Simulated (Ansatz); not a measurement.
A (111) slab of TaN (Fm-3m (No. 225)), 11 planes, outer planes Ta (top) and Ta (bottom), with 11 atoms (Ta6N5) in a surface cell of A = 8.449 Å², as cut from the bulk:

```yaml
crystal:
  lattice:
    - [3.12348, 0.00000, 0.00000]
    - [-1.56174, 2.70501, 0.00000]
    - [0.00000, 0.00000, 27.75156]
  atoms:
    - { symbol: Ta, position: [0.33333, 0.66667, 0.27026] }
    - { symbol: N, position: [0.66667, 0.33333, 0.31620] }
    - { symbol: Ta, position: [0.00000, 0.00000, 0.36215] }
    - { symbol: N, position: [0.33333, 0.66667, 0.40810] }
    - { symbol: Ta, position: [0.66667, 0.33333, 0.45405] }
    - { symbol: N, position: [0.00000, 0.00000, 0.50000] }
    - { symbol: Ta, position: [0.33333, 0.66667, 0.54595] }
    - { symbol: N, position: [0.66667, 0.33333, 0.59190] }
    - { symbol: Ta, position: [0.00000, 0.00000, 0.63785] }
    - { symbol: N, position: [0.33333, 0.66667, 0.68380] }
    - { symbol: Ta, position: [0.66667, 0.33333, 0.72974] }
```

Computed with DFT PBE, scalar-relativistic, plane waves, PAW in Ansatz. Cutoff 420 eV; k points 12×12×1 on the computed 11-atom cell (Γ-centred); Gaussian smearing, width 0.10 eV; no spin polarisation. The cell repeats along c with a dipole correction in the vacuum.

The relaxed slab holds 5 formula units of TaN and 1 further Ta. Against those formula units in the bulk and the further Ta in its standard state it lies 2.527 eV higher. The formation energy of TaN from the standard states is -1.655 eV a formula unit (uncorrected, no zero-point or thermal terms).

**Question.** Over what range can the chemical potential of Ta vary, and what is the surface energy at both ends?

**Answer.** In contact with the bulk, μ(Ta) + μ(N) is fixed. With Δμ counted from the standard states, Δμ(Ta) ≤ 0 keeps elemental Ta from forming, and Δμ(N) ≤ 0 requires Δμ(Ta) ≥ ΔH = -1.655 eV. Other compounds of Ta and N can narrow this range. Then γ, the mean of both faces, = [2.527 eV − 1.00·Δμ(Ta)]/(2A). At the Ta-rich end (Δμ = 0): 2.527/(2 × 8.449) × 16.02 = 2.40 J/m². At the Ta-poor end: (2.527 + 1.655)/(2 × 8.449) × 16.02 = 3.96 J/m².

**Question.** How does its energy depend on growth conditions?

**Answer.** It carries an excess of Ta, so its energy falls by 0.95 J/m² for each eV that μ(Ta) rises: Ta-rich conditions lower it; whether it appears depends on the other terminations.

Spin polarisation was left out, and a magnetic state may lie lower.

The reference crystal is the rock-salt form of TaN, which isn't its usual structure.

The Ta-terminated face is cheapest at the Ta-rich end, at 2.40 J/m², and rises to 3.96 J/m² at the Ta-poor end. This rise reflects the value of the excess metal in the reservoir, not a change in surface bonding, since the same relaxed slab enters at both ends. As the two faces of the starting slab are related by inversion, the mean should also describe each face separately, provided relaxation kept that symmetry.

The cost that remains under Ta-rich conditions probably stems from the Ta–N bonds cut at the surface, where the outer metal atoms lack nitrogen on the vacuum side. In an ionic picture the termination is also polar, with electrons left over that the missing nitrogen would have taken up. In a metallic nitride such as rock-salt TaN, Ta 5d states can hold and screen this charge, so a full metal layer needn't be ruled out on electrostatic grounds. The primitive surface cell can't show whether ordered vacancies or a larger reconstruction would lower the energy further.
